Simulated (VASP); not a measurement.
# BN (F-43m) in VASP: Born charges and dielectric tensor with PBE

Aim: the Born charges and dielectric tensor of BN with PBE.

Program: VASP 6.6.1. These are calculated values, not measurements. Logs are shortened: lines on timing, memory, paths and dates and some standing lists are left out, and cuts for length are marked.

**Experimental background.**

A printed reference work, monograph reports, for a bulk crystal of BN at 300 K: band gap 6.4 eV (indirect).

The results are compared with them further down.

## (1) Starting point

Symmetry: F-43m, No. 216, cubic system. Conventional cell: a = 3.625 Å, b = 3.625 Å, c = 3.625 Å, α = 90.00°, β = 90.00°, γ = 90.00°. B (site symmetry -43m) is surrounded by 4 N at 1.57 Å. Around N (site symmetry -43m) lie 4 B at 1.57 Å.

The cell is a database's computed one.

## (2) Born charges and dielectric tensor, PBE

INCAR reads:

```
SYSTEM = BN
PREC = Accurate
ENCUT = 600
EDIFF = 1E-8
ISMEAR = 0
SIGMA = 0.02
LREAL = .False.
LASPH = .True.
NELM = 80
ALGO = Normal
ISIF = 2
LWAVE = .False.
LCHARG = .False.
GGA = PE
LEPSILON = .True.
IBRION = 8
NSW = 1
```

KPOINTS reads:

```
Automatic mesh
0
Gamma
  12 12 12
  0 0 0
```

POSCAR reads:

```
BN
1.0
    0.0000000000      1.8122600000      1.8122600000
    1.8122600000      0.0000000000      1.8122600000
    1.8122600000      1.8122600000      0.0000000000
B N
1 1
Direct
    0.0000000000      0.0000000000      0.0000000000
    0.2500000000      0.2500000000      0.2500000000
```

Potentials or basis: VASP PAW PBE potentials, release 64 (B, N).

Run with:

```sh
cat potpaw_PBE.64/B/POTCAR potpaw_PBE.64/N/POTCAR > POTCAR
mpirun -np 1 vasp_std > vasp.out
```

OUTCAR:

```text
SYSTEM = BN
   PREC = Accurate
   ENCUT = 600
   EDIFF = 1E-8
   ISMEAR = 0
   LREAL = .False.
   LASPH = .True.
   NELM = 80
   ISIF = 2
   GGA = PE
   LEPSILON = .True.
   IBRION = 8
   NSW = 1

 ion  position               nearest neighbor table
   1  0.000  0.000  0.000-   2 1.57   2 1.57   2 1.57   2 1.57
   2  0.250  0.250  0.250-   1 1.57   1 1.57   1 1.57   1 1.57

  LATTYP: Found a face centered cubic cell.
 ALAT       =     3.6245200000

  Lattice vectors:

 A1 = (   0.0000000000,   1.8122600000,   1.8122600000)
 A2 = (   1.8122600000,   0.0000000000,   1.8122600000)
 A3 = (   1.8122600000,   1.8122600000,   0.0000000000)

Analysis of symmetry for initial positions (statically):
=====================================================================
 Subroutine PRICEL returns:
 Original cell was already a primitive cell.

 Routine SETGRP: Setting up the symmetry group for a
 face centered cubic supercell.

 Subroutine GETGRP returns: Found 24 space group operations
 (whereof 24 operations were pure point group operations)
 out of a pool of 48 trial point group operations.

The static configuration has the point symmetry T_d .

Analysis of symmetry for dynamics (positions and initial velocities):
=====================================================================
 Subroutine PRICEL returns:
 Original cell was already a primitive cell.

 Routine SETGRP: Setting up the symmetry group for a
 face centered cubic supercell.

 Subroutine GETGRP returns: Found 24 space group operations
 (whereof 24 operations were pure point group operations)
 out of a pool of 48 trial point group operations.

The dynamic configuration has the point symmetry T_d .

 Subroutine INISYM returns: Found 24 space group operations
 (whereof 24 operations are pure point group operations),
 and found     1 'primitive' translations

----------------------------------------------------------------------------------------

                                     Primitive cell

  volume of cell :      11.9040

  direct lattice vectors                    reciprocal lattice vectors
     0.000000000  1.812260000  1.812260000    -0.275898602  0.275898602  0.275898602
     1.812260000  0.000000000  1.812260000     0.275898602 -0.275898602  0.275898602
     1.812260000  1.812260000  0.000000000     0.275898602  0.275898602 -0.275898602

  length of vectors
     2.562922671  2.562922671  2.562922671     0.477870396  0.477870396  0.477870396

  position of ions in fractional coordinates (direct lattice)
     0.000000000  0.000000000  0.000000000
     0.250000000  0.250000000  0.250000000

  ion indices of the primitive-cell ions
   primitive index   ion index
                 1           1
                 2           2

----------------------------------------------------------------------------------------

 KPOINTS: Automatic mesh

Automatic generation of k-mesh.
 Grid dimensions read from file:
 generate k-points for:   12   12   12

 Generating k-lattice:

  Cartesian coordinates                     Fractional coordinates (reciprocal lattice)
    -0.022991550  0.022991550  0.022991550     0.083333333  0.000000000  0.000000000
     0.022991550 -0.022991550  0.022991550     0.000000000  0.083333333  0.000000000
     0.022991550  0.022991550 -0.022991550     0.000000000  0.000000000  0.083333333

  Length of vectors
     0.039822533  0.039822533  0.039822533

  Shift w.r.t. Gamma in fractional coordinates (k-lattice)
     0.000000000  0.000000000  0.000000000

 Subroutine IBZKPT returns following result:
 ===========================================

 Found     72 irreducible k-points:

 Following reciprocal coordinates:
            Coordinates               Weight
  0.000000  0.000000  0.000000      1.000000
  0.083333  0.000000  0.000000      8.000000
[... 370 lines left out ...]
     1.812260000  0.000000000  1.812260000     0.275898602 -0.275898602  0.275898602
     1.812260000  1.812260000  0.000000000     0.275898602  0.275898602 -0.275898602

 POSITION                                       TOTAL-FORCE (eV/Angst)
 -----------------------------------------------------------------------------------
      0.00000      0.00000      0.00000         0.000000      0.000000      0.000000
      0.90613      0.90613      0.90613        -0.000000     -0.000000     -0.000000
 -----------------------------------------------------------------------------------
    total drift:                                0.000000      0.000000      0.000000

  FREE ENERGIE OF THE ION-ELECTRON SYSTEM (eV)
  ---------------------------------------------------
  free  energy   TOTEN  =       -17.4546299025 eV

  energy  without entropy=      -17.4546299025  energy(sigma->0) =      -17.45462990

 HEAD OF MICROSCOPIC STATIC DIELECTRIC TENSOR (INDEPENDENT PARTICLE, excluding Hartree and local field effects)
 ------------------------------------------------------
           4.707693     0.000000    -0.000000
           0.000000     4.707693     0.000000
          -0.000000     0.000000     4.707693
 ------------------------------------------------------

 Free energy of the ion-electron system (eV)
  ---------------------------------------------------
  ---------------------------------------------------
  free energy    TOTEN  =        -0.12864529 eV

  energy without entropy =       -0.12864529

------------------------ aborting loop because EDIFF is reached ----------------------------------------

--------------------------------------- Ionic step        2  -------------------------------------------

------------------------ aborting loop because EDIFF is reached ----------------------------------------

--------------------------------------- Ionic step        3  -------------------------------------------

------------------------ aborting loop because EDIFF is reached ----------------------------------------

 PIEZOELECTRIC TENSOR FIELD DIRECTION 3  (e Angst)
 -----------------------------------------------------------------------------
    -0.00032 -0.77118  0.00000           ( -0.00000 -0.00440  0.00000)
    -0.77118 -0.00032  0.00000           ( -0.00440 -0.00000  0.00000)
     0.00000  0.00000  0.00025           (  0.00000  0.00000 -0.00000)

 PIEZOELECTRIC TENSOR FIELD DIRECTION 3  (C/m^2)
 -----------------------------------------------------------------------------
    -0.00043 -1.03795  0.00000
    -1.03795 -0.00043  0.00000
     0.00000  0.00000  0.00033

--------------------------------------- Ionic step        4  -------------------------------------------

------------------------ aborting loop because EDIFF is reached ----------------------------------------

[... ionic steps 5 to 6 ...]

--------------------------------------- Ionic step        7  -------------------------------------------

 Free energy of the ion-electron system (eV)
  ---------------------------------------------------
  ---------------------------------------------------
  free energy    TOTEN  =        -0.23046647 eV

  energy without entropy =       -0.23046647

------------------------ aborting loop because EDIFF is reached ----------------------------------------

 INTERNAL STRAIN TENSOR  FOR ION    2  DIRECTION 1   (eV/Angst):
 -----------------------------------------------------------------------------
    -0.01460  0.00000  0.00000
     0.00000  0.00836 -1.43857
     0.00000 -1.43857  0.00836

 MACROSCOPIC STATIC DIELECTRIC TENSOR (including local field effects in DFT)
 ------------------------------------------------------
           4.614084     0.000000    -0.000000
           0.000000     4.614084     0.000000
          -0.000000     0.000000     4.614084
 ------------------------------------------------------

 PIEZOELECTRIC TENSOR (including local field effects)  for field in x, y, z        (e  Angst)
          XX          YY          ZZ          XY          YZ          ZX
  --------------------------------------------------------------------------------
  x    -0.00000    -0.00000    -0.00000     0.00000    -0.77150     0.00000
  y     0.00000    -0.00000    -0.00000     0.00000     0.00000    -0.77150
  z     0.00000    -0.00000     0.00000    -0.77150     0.00000     0.00000

 PIEZOELECTRIC TENSOR (including local field effects)  for field in x, y, z        (C/m^2)
          XX          YY          ZZ          XY          YZ          ZX
  --------------------------------------------------------------------------------
  x    -0.00000    -0.00000    -0.00000     0.00000    -1.03838     0.00000
  y     0.00000    -0.00000    -0.00000     0.00000     0.00000    -1.03838
  z     0.00000    -0.00000     0.00000    -1.03838     0.00000     0.00000

 BORN EFFECTIVE CHARGES (including local field effects) (in |e|, cummulative output)
 ---------------------------------------------------------------------------------
 ion    1
    1     1.91094     0.00000     0.00000
    2     0.00000     1.91094    -0.00000
    3     0.00000    -0.00000     1.91094
 ion    2
    1    -1.91094     0.00000    -0.00000
    2     0.00000    -1.91094     0.00000
    3    -0.00000     0.00000    -1.91094

 INTERNAL STRAIN TENSOR FOR ION    2 for displacements in x,y,z  (eV/Angst):
          X           Y           Z          XY          YZ          ZX
  --------------------------------------------------------------------------------
  x     0.00000    -0.00000     0.00000     0.00000    -1.43857     0.00000
  y     0.00000     0.00000    -0.00000     0.00000     0.00000    -1.43857
  z    -0.00000     0.00000     0.00000    -1.43857     0.00000     0.00000

 SECOND DERIVATIVES (NOT SYMMETRIZED)
 ------------------------------------
               1X          1Y          1Z          2X          2Y          2Z
  1X   -23.789644    0.000000    0.000000   23.789644    0.000000    0.000000
  1Y     0.000000  -23.789644    0.000000    0.000000   23.789644    0.000000
  1Z     0.000000    0.000000  -23.789644    0.000000    0.000000   23.789644
  2X    23.791650    0.000000    0.000000  -23.791650    0.000000    0.000000
  2Y     0.000000   23.791650    0.000000    0.000000  -23.791650    0.000000
  2Z     0.000000    0.000000   23.791650    0.000000    0.000000  -23.791650

 Eigenvectors and eigenvalues of the dynamical matrix
 ----------------------------------------------------

   1 f  =   30.872450 THz   193.977326 2PiTHz 1029.794097 cm-1   127.678138 meV
             X         Y         Z           dx          dy          dz
      0.000000  0.000000  0.000000     0.293804    0.691333   -0.000000
      0.906130  0.906130  0.906130    -0.258184   -0.607518   -0.000000
[... 21 lines left out ...]
   6 f/i=    0.000646 THz     0.004056 2PiTHz    0.021534 cm-1     0.002670 meV
             X         Y         Z           dx          dy          dz
      0.000000  0.000000  0.000000     0.259245    0.605609   -0.042028
      0.906130  0.906130  0.906130     0.295012    0.689161   -0.047827

--------------------------------------------------------------------------------------------------------

 MACROSCOPIC STATIC DIELECTRIC TENSOR IONIC CONTRIBUTION
 ------------------------------------------------------
           2.333247    -0.000000    -0.000000
          -0.000000     2.333247    -0.000000
          -0.000000    -0.000000     2.333247
 ------------------------------------------------------

 ELASTIC MODULI CONTR FROM IONIC RELAXATION (kBar)
 Direction    XX          YY          ZZ          XY          YZ          ZX
 --------------------------------------------------------------------------------
 XX          -0.0000      0.0000      0.0000     -0.0000      0.0000      0.0000
 YY           0.0000     -0.0000      0.0000      0.0000     -0.0000      0.0000
 ZZ           0.0000      0.0000     -0.0000      0.0000      0.0000     -0.0000
 XY          -0.0000      0.0000      0.0000    -10.3027      0.0000      0.0000
 YZ           0.0000     -0.0000      0.0000      0.0000    -10.3027      0.0000
 ZX           0.0000      0.0000     -0.0000      0.0000      0.0000    -10.3027
 --------------------------------------------------------------------------------

 PIEZOELECTRIC TENSOR IONIC CONTR  for field in x, y, z        (C/m^2)
          XX          YY          ZZ          XY          YZ          ZX
  --------------------------------------------------------------------------------
  x    -0.00000     0.00000    -0.00000    -0.00000     0.14589    -0.00000
  y    -0.00000    -0.00000     0.00000    -0.00000    -0.00000     0.14589
  z     0.00000    -0.00000    -0.00000     0.14589    -0.00000    -0.00000
```

Run time: 78 s. Hardware: 1 thread of Intel Xeon 6975P-C (Granite Rapids), shared host; peak memory 0.2 GiB.

What came out:

| Quantity | Value |
| --- | --- |
| Band gap on the k mesh | 4.45 eV, indirect (least direct gap 8.78 eV) |
| Electronic dielectric tensor (diagonal) | 4.61 |
| Born charges (mean of the diagonal) | B +1.91; N -1.91 e |
| Highest phonon frequency at Γ, LO-TO splitting left out | 1030 cm⁻¹ |

Phonon frequencies in cm⁻¹ (negative: imaginary):
```csv
q point,frequencies
"(0.000, 0.000, 0.000)",0 0 0 1030 1030 1030
```

Electronic dielectric tensor:
```
4.61 0.00 0.00
0.00 4.61 0.00
0.00 0.00 4.61
```

Born effective charge tensors (e):
atom 1, B
```
1.91 0.00 0.00
0.00 1.91 0.00
0.00 0.00 1.91
```
atom 2, N
```
-1.91  0.00  0.00
 0.00 -1.91  0.00
 0.00  0.00 -1.91
```

## (3) Against experiment

Step 2. Against the measured gap of BN, 6.4 eV (indirect; 300 K; a printed reference work, monograph), the calculated 4.45 eV is off by -1.95 eV. The value is that of PBE on a finite k mesh, which can miss the band edges, without temperature or zero-point motion. Semilocal functionals fall short of measured gaps as a rule. The cell is a database's relaxed one, not the measured one, which moves gaps too.
